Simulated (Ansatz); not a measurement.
# TiO2: the cost of one run

Computed with Ansatz 0.2.0 (DFT PBE, scalar-relativistic, plane waves, PAW, unless a step's input says otherwise).

1 further run of the same task is left out (set aside as unsound or not needed).

### Step 1. The system as given

It takes space group I4_1/amd (No. 141, tetragonal). The conventional cell has a = 3.799 Å, b = 3.799 Å, c = 9.699 Å, α = 90.00°, β = 90.00°, γ = 90.00°. Around Ti (site symmetry -4m2) lie 6 O at 1.95 to 2.00 Å. Around O (site symmetry 2mm) lie 3 Ti at 1.95 to 2.00 Å.

Structure file:

```
Ti O
1.0
     2.68621   -2.68628   -0.01957
     2.68621    2.68628   -0.01957
    -2.64893    0.00000    4.86900
Ti O
2 4
Cartesian
  2.0240 2.0141 1.1977
  0.6995 -2.0141 3.6322
  -0.6466 -0.6710 3.2198
  3.3701 0.6710 1.6100
  2.0456 -0.6710 4.0445
  0.6779 0.6710 0.7853
```

It goes back to an entry of the Materials Project, which need not be the stable form.

This cell was relaxed beforehand with the same method: volume 11.67 Å³/atom, gap on the mesh 2.16 eV.

### Step 2. Electronic structure at the relaxed geometry

input.yaml reads:

```yaml
crystal:
  lattice:
    - [2.6862131167, -2.6862804191, -0.0195708549]
    - [2.6862131167, 2.6862804191, -0.0195708549]
    - [-2.6489319062, 0.0, 4.8689975849]
  atoms:
    - { symbol: Ti, position: [0.1251059418, 0.8748940582, 0.25] }
    - { symbol: Ti, position: [0.8748940582, 0.1251059418, 0.75] }
    - { symbol: O, position: [0.3314172325, 0.0816314283, 0.6629499159] }
    - { symbol: O, position: [0.6685827675, 0.9183685717, 0.3370500841] }
    - { symbol: O, position: [0.9183685717, 0.6685827675, 0.8370500841] }
    - { symbol: O, position: [0.0816314283, 0.3314172325, 0.1629499159] }
basis:
  ecutwfc: 420
kpoints:
  mp_grid: { grid: [8, 8, 6] }
  band_path:
    path:
      - [[0.0, 0.0, 0.0], [0.0, 0.0, 0.5], [-0.42329207, 0.42329207, 0.5]]
      - [[-0.57670793, -0.42329207, 0.5], [-0.5, -0.5, 0.5], [0.0, 0.0, 0.0], [-0.5, 0.5, 0.0]]
      - [[-0.5, 0.0, 0.5], [0.0, 0.0, 0.0], [-0.5, 0.0, 0.0]]
    npoints: 14
hamiltonian:
  xc: pbe
scf:
  occupations: { method: gaussian, width: 0.02 }
  n_extra_bands: 15
output:
  forces: true
  stress: true
  eigenvalues: true
  populations: true
  dos: { projected: true, de: 0.02, nscf_kmesh: { grid: [12, 12, 9] } }
  bader: true
  write_density: true
  write_potential: true
  elf: true
  volumetric_format: npy
```

Run with:

```console
> ansatz run input.yaml --threads 1 --pin off --max-ram 2560MiB --backend cpu --events-out ev --progress --plain --runs-dir out
```

**Question.** How long does this run take on 1 thread of AMD EPYC (Zen 3), shared host, and how much memory does it need?

About 2.8 min, with a peak of 0.76 GiB.
